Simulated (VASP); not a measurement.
Energy against volume of LiI (rock salt). Calculation: HSE06 screened hybrid, VASP's PBE PAW potentials (set 64) (plane waves; VASP). Numerical set-up: 520 eV cut-off, 6×6×6 Γ-centred mesh, Gaussian smearing of 0.050 eV, potentials Li_sv I.

```tsv
V (Å³/atom)	E (eV/atom)
25.635	-3.33996
26.453	-3.34315
27.271	-3.34288
28.089	-3.33968
```

Q: Fit these four points and predict the energy of the run at 24.817 Å³/atom.

A: A cubic in V^(−2/3), the third-order Birch-Murnaghan form, passes through the four points with V0 = 26.79 Å³/atom and B0 = 21 GPa, and gives -3.3327 eV/atom there. The run gave -3.3327 eV/atom, -0.0 meV/atom from the fit; all five points give B0 = 21 GPa.

The compound is LiI in the rock salt structure. It was relaxed first. The cell's shape comes from a PBE relaxation.
